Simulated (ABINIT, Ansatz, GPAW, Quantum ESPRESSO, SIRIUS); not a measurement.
# One calculation of Ag, 5 ways

```
Ag
1.0
    -1.65565    1.65565    1.65565
     1.65565   -1.65565    1.65565
     1.65565    1.65565   -1.65565
Ag
1
Cartesian
  0.0000 0.0000 0.0000
```

This isn't the form of Ag at room conditions, which is fcc.

Alike in all runs: task single point; functional PBEsol; k mesh 11 × 11 × 11; occupations fermi-dirac, width 0.05 eV; no spin polarisation; no spin-orbit coupling. Pressure is positive in compression and, in plane waves, holds the error of the finite cutoff.

| program and potentials | plane-wave cutoff (eV) | notes | pressure (GPa) |
| --- | --- | --- | --- |
| Ansatz, all-electron LAPW, scalar-relativistic | - | - | -7.29 |
| SIRIUS, PseudoDojo 0.4.1 PBEsol standard (scalar relativistic) | 1127 | 19 valence electrons an atom on average | -7.43 |
| Quantum ESPRESSO, GBRV 1.5 PBEsol | 762 | 19 valence electrons an atom on average | -7.62 |
| ABINIT, PseudoDojo NC SR PBEsol v0.4.1 standard | 1116 | 19 valence electrons an atom on average | -7.48 |
| GPAW, PAW data sets generated for this functional | 600 | 17 valence electrons an atom on average | ? |

Estimate from the other rows what the run with GPAW, PAW data sets generated for this functional gave.

Pressure -7.26 GPa. The other rows, which needn't bracket it: pressure -7.62 to -7.29.
